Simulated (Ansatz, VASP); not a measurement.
CdS in VASP and in Ansatz

```
Cd S
1.0
     0.00000    2.83960    2.83960
     2.83960    0.00000    2.83960
     2.83960    2.83960    0.00000
Cd S
1 1
Cartesian
  0.0000 0.0000 0.0000
  1.4198 1.4198 1.4198
```

Alike in both runs: task single point; functional PBE; k mesh 8 × 8 × 8; occupations gaussian, width 0.02 eV; no spin polarisation.

```csv
,VASP,Ansatz
version,VASP 6.6.1,Ansatz 0.2.0
potentials or method,"VASP PAW PBE potentials, release 64 (Cd, S)","scalar-relativistic, plane waves, PAW"
plane-wave cutoff (eV),520,420
valence electrons in the cell,18,26
```

```tsv
	VASP	Ansatz	Ansatz less VASP
gap on the k mesh at the Fermi level (eV)	1.32	1.31	-0.010
least direct gap on the mesh (eV)	1.32	1.31	-0.010
pressure (GPa)	9.7	9.2	-0.51
```

The two sets of potentials don't hold the same shells in valence.

PBE gaps usually lie below the measured ones, often by a third to a half.
